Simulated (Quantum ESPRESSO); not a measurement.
The system is RbBr.

```
CELL_PARAMETERS angstrom
0.00000 3.42700 3.42700
3.42700 0.00000 3.42700
3.42700 3.42700 0.00000
ATOMIC_POSITIONS crystal
Rb 0.00000 0.00000 0.00000
Br 0.50000 0.50000 0.50000
```

Base run:

| Property | Result |
| --- | --- |
| Program | Quantum ESPRESSO 7.5 |
| Functional | BLYP |
| Potentials or basis | PseudoDojo 0.4.1 SR PBE standard |
| Cutoff | 626 eV |
| Density cutoff | 2503 eV |
| k mesh | 6 × 6 × 6, shifted |
| Occupations | fermi-dirac, width 0.05 eV |
| Spin | no spin polarisation |

Its results: pressure 1.9 GPa; electronic dielectric tensor (diagonal) 2.54.

**Question.** The run is repeated on the same cell with these changes: functional from BLYP to LDA; potentials or basis from PseudoDojo 0.4.1 SR PBE standard to PseudoDojo 0.4.1 SR LDA standard; cutoff from 626 eV to 599 eV; density cutoff from 2503 eV to 2395 eV. What comes out?

**Answer.** Pressure -1.3 GPa; electronic dielectric tensor (diagonal) 2.62.

Caveats: the potentials were made for another functional, which shifts forces and pressure (some runs).
